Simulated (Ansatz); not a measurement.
Al2Cu (Khatyrkite) under changes of volume

One of the cells (14.960 Å³/atom); the others are scaled copies at fixed shape and fractional positions:

```xyz
6
Lattice="-3.0335 3.0335 2.4385 3.0335 -3.0335 2.4385 3.0335 3.0335 -2.4385" Properties=species:S:1:pos:R:3 pbc="T T T"
Cu    0.0000    0.0000    1.2192
Cu    0.0000    0.0000    3.6578
Al    0.9592    2.0743    0.0000
Al   -0.9592    2.0743    2.4385
Al    2.0743    0.9592    2.4385
Al    3.9927    0.9592    0.0000
```

* Program: Ansatz 0.2.0
* Functional: r2SCAN
* Potentials or basis: Ansatz PAW
* Cutoff: 500 eV (not typed: the program's choice for these potentials)
* k mesh: 7 × 7 × 7
* Occupations: fermi-dirac, width 0.05 eV
* Spin: no spin polarisation

| volume (Å³/atom) | energy over the lowest point (meV/atom) | pressure (GPa) | largest force (eV/Å) |
| --- | --- | --- | --- |
| 14.062 | 3.13 | 3.0 | 0.061 |
| 14.361 | 0.00 | 0.4 | 0.070 |
| 14.660 | 1.39 | -1.9 | 0.079 |
| 14.960 | ? | ? | ? |
| 15.259 | 15.90 | -5.8 | 0.093 |
| 15.558 | 28.18 | -7.4 | 0.099 |
| 15.857 | 43.33 | -8.8 | 0.104 |

Q: What does the run at 14.960 Å³/atom give?

A: Energy over the lowest point 6.83 meV/atom; pressure -3.9 GPa; largest force 0.087 eV/Å.

Worked out: A Birch-Murnaghan fit of order 3 (a polynomial in V^(-2/3)) to the other rows has its minimum at 14.41 Å³/atom with B0 = V·E''(V) = 114 GPa and B' = 4.5 at fixed shape and positions, which overstates the stiffness. It gives 6.85 meV/atom at 14.960 Å³/atom, against the run's 6.83, and -dE/dV = -3.9 GPa, against -3.9.

Energies are extrapolated to zero smearing.

Caveats: the PAW data sets come from PBE, with cores solved anew for the run's functional, which leaves a small shift of forces and pressure.
